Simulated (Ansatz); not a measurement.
CsI:
```
CsI
1.0
    4.61080     0.00000     0.00000
    0.00000     4.61080     0.00000
    0.00000     0.00000     4.61080
Cs I
1 1
Cartesian
  0.00000   0.00000   0.00000
  2.30540   2.30540   2.30540
```

Relaxed with r²SCAN. Special points in fractions of this cell's reciprocal vectors: Γ (0.000, 0.000, 0.000); X (0.000, 0.500, 0.000); M (0.500, 0.500, 0.000); R (0.500, 0.500, 0.500).

List the band energies nearest the valence-band maximum at these points for r²SCAN (plane waves, PAW; program Ansatz).

In eV from the valence-band maximum; about four levels below and three above (degenerate sets whole), none deeper than 8.9 eV; points with the same levels are listed once.

| k | below | above |
|---|---|---|
| Γ | -7.32 -7.32 -7.32 -0.09 -0.09 -0.09 | 4.51 4.67 4.67 |
| X | -7.26 -7.26 -1.48 -0.22 -0.22 | 5.68 7.03 7.23 |
| M | -7.23 -0.85 -0.85 0.00 | 4.77 5.52 6.68 6.68 |
| R | -7.55 -7.55 -7.55 -1.24 -1.24 -1.24 | 7.66 7.66 7.66 |

Space group Pm-3m (CsCl type). Symmetry was held in the r²SCAN relaxation. Scalar-relativistic: spin–orbit coupling is off unless named, which matters more the heavier the elements.

Potentials: the later of the program's two PAW sets.
